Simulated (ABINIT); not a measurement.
The system is Nb.

```
CELL_PARAMETERS angstrom
-1.66395 1.66395 1.66395
1.66395 -1.66395 1.66395
1.66395 1.66395 -1.66395
ATOMIC_POSITIONS crystal
Nb 0.00000 0.00000 0.00000
```

```yaml
Program: ABINIT 10.8.3 (patched build)
Task: relaxation of cell and atoms
Functional: PBEsol
Potentials_or_basis: PseudoDojo NC SR PBEsol v0.4.1 standard
Cutoff: 1116 eV
k_mesh: 8 × 8 × 8
Occupations: fermi-dirac, width 0.05 eV
Spin: no spin polarisation
```

At the start: pressure -8.0 GPa; volume 18.43 Å³/atom.

Question: Where does the relaxation end?

Answer: Over 4 steps the energy falls by 21.4 meV/atom and the volume is 17.60 Å³/atom (-4.5 %); space group Im-3m (No. 229, to 0.05 Å).

Step by step:
```tsv
step	energy change (eV)	largest force (eV/Å)	pressure (GPa)	volume (Å³)
1	0.0000	0.0000	-7.97	18.43
2	-0.0166	0.0000	-3.91	17.98
3	-0.0214	0.0000	0.21	17.58
4	-0.0214	0.0000	0.00	17.60
```

Final structure:
```
Nb
1.0
    -1.63861    1.63861    1.63861
     1.63861   -1.63861    1.63861
     1.63861    1.63861   -1.63861
Nb
1
Direct
  0.00000 0.00000 0.00000
```
